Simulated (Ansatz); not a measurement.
**N interstitial in AlN, calculated**

All numbers are calculated (PBE, collinear spin where a state has unpaired electrons to hold, no spin-orbit coupling; Ansatz, PAW set soft_2, 420 eV, k-mesh 2×2×2 shifted by half a step), not measured.

The relaxed host crystal (Kohn–Sham gap 4.03 eV over the whole zone):

```
Al N
1.0
     3.13020    0.00000    0.00000
    -1.56510    2.71084    0.00000
     0.00000    0.00000    5.01802
Al N
2 2
Direct
  0.66667 0.33333 0.49923
  0.33333 0.66667 0.99923
  0.66667 0.33333 0.88077
  0.33333 0.66667 0.38077
```

Supercell of 36 atoms, rows of the matrix [[1,-1,-1],[-2,-1,-1],[1,2,-1]] times the cell vectors; N interstitial at (0.000, 0.000, 0.208) in fractions of the cell above. Atoms are relaxed at the host's cell, from a start shaken by 0.05 Å near the defect; charged cells sit in a uniform background.

Distances from the added N (Å), by shell of the perfect crystal:

| shell | perfect crystal | charge 0 | charge -3 |
| --- | --- | --- | --- |
| 3 N | 2.00 | 2.22 | 2.30 |
| 3 Al | 2.09 | 1.98 | 1.93 |
| 3 Al | 2.32 | 2.49 | 2.11 |
| 3 N | 2.44 | 2.40 | 2.61 |

```csv
charge,moment of the cell (μB),gap of the cell on the mesh (eV),carriers
0,3.00,1.07,none in the bands
-3,0.00,2.87,none in the bands
```

On this mesh the host's own supercell has a gap of 5.22 eV.

At charge 0 the unpaired electrons sit on atoms with moments (μB): 1 N of 1.35.

Formation energy of the neutral defect: 7.62 eV, taking atoms from and to the elements' standard states (no corrections for gases), so it belongs to those chemical potentials alone.

Relaxed cell at charge 0:

```
AlN N_i charge 0
1.0
     4.6953   -2.7108   -5.0180
    -4.6953   -2.7108   -5.0180
     0.0000    5.4217   -5.0180
Al N
18 19
Direct
  0.2813 0.2811 0.9447
  0.9456 0.2811 0.2804
  0.6082 0.9435 0.9427
  0.6063 0.2828 0.6053
  0.2813 0.9454 0.2803
  0.9437 0.6082 0.9428
  0.9436 0.9434 0.6073
  0.6063 0.6062 0.2819
  0.2829 0.6061 0.6053
  0.8906 0.2210 0.8896
  0.5541 0.2227 0.2219
  0.2211 0.8904 0.8896
  0.2228 0.2227 0.5531
  0.8906 0.8905 0.2199
  0.5565 0.5563 0.8887
  0.5566 0.8895 0.5555
  0.2228 0.5540 0.2219
  0.8897 0.5564 0.5555
  0.1600 0.1599 0.8122
  0.8132 0.1599 0.1590
  0.4825 0.8170 0.8161
  0.4824 0.1508 0.4814
  0.1600 0.8130 0.1589
  0.8172 0.4824 0.8162
  0.8172 0.8170 0.4814
  0.4823 0.4822 0.1499
  0.1510 0.4822 0.4813
  0.0955 0.4296 0.0946
  0.7615 0.4303 0.4295
  0.4298 0.0953 0.0945
  0.4304 0.4302 0.7606
  0.0955 0.0952 0.4289
  0.7514 0.7513 0.0981
  0.7514 0.0989 0.7504
  0.4304 0.7614 0.4294
  0.0991 0.7511 0.7504
  0.9449 0.9450 0.9437
```

Caveats: semilocal functionals make gaps too small, which shifts levels too; small supercell, so energies and levels can be off by tenths of an eV; one random start near the defect, so other minima are possible.
